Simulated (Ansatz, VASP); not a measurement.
**Two plane-wave programs on SnSe**

```
Sn Se
1.0
     0.00000    3.38596    3.38596
     3.38596    0.00000    3.38596
     3.38596    3.38596    0.00000
Sn Se
1 1
Cartesian
  0.0000 0.0000 0.0000
  1.6930 1.6930 1.6930
```

Change from the starting cell: ordered vacancies on the anion sites of fluorite (F-43m, No. 216).

Alike in both runs: task relaxation of cell and atoms; functional PBE; k mesh 10 × 10 × 10; occupations gaussian, width 0.01 eV; no spin polarisation.

```csv
,VASP,Ansatz
version,VASP 6.6.1,Ansatz 0.2.0
potentials or method,"VASP PAW PBE potentials, release 64 (Sn_d, Se)","scalar-relativistic, plane waves, PAW"
plane-wave cutoff (eV),600,420
valence electrons in the cell,20,30
```

```csv
,VASP,Ansatz,Ansatz less VASP
"gap on the k mesh at the Fermi level, each at its own relaxed structure (eV)",0.12,0.12,0.000
relaxed volume (Å³/atom),39.00,38.99,-0.013
relaxed cell length with the largest relative difference (Å),4.796,4.795,-0.0005
```

The two sets of potentials don't hold the same shells in valence.

Caveats: spin-orbit coupling is left out, which moves the levels of the heavy elements. A k mesh can miss the band edges.
